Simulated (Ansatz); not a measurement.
**Ga: from a first guess to the relaxed sc type**

First guess:

```xyz
1
Lattice="2.5675 0.0000 0.0000 0.0000 2.5675 0.0000 0.0000 0.0000 2.5675" Properties=species:S:1:pos:R:3 pbc="T T T"
Ga    0.0000    0.0000    0.0000
```

Theory: Ansatz 0.2.0, DFT, PBE, PAW with Ansatz's default frozen-core files, scalar-relativistic.

Cell and atoms relax within the symmetry of the start on a 16×16×16 k mesh with 0.08 eV Fermi–Dirac smearing.

The start is built from a prototype, known or not as a phase of this compound; the cutoff is 420 eV.

(1) What is the pressure of the first guess?

(2) What does it relax to?

(3) How much energy does the relaxation release?

Answers

(1) 12.40 GPa.

(2) a = 2.717 Å, b = 2.717 Å, c = 2.717 Å, α = 90.00°, β = 90.00°, γ = 90.00° (conventional cell), 20.06 Å³ per atom:
```
CELL_PARAMETERS angstrom
2.71731 0.00000 0.00000
0.00000 2.71731 0.00000
0.00000 0.00000 2.71731
ATOMIC_POSITIONS crystal
Ga 0.00000 0.00000 0.00000
```

(3) 103 meV/atom.
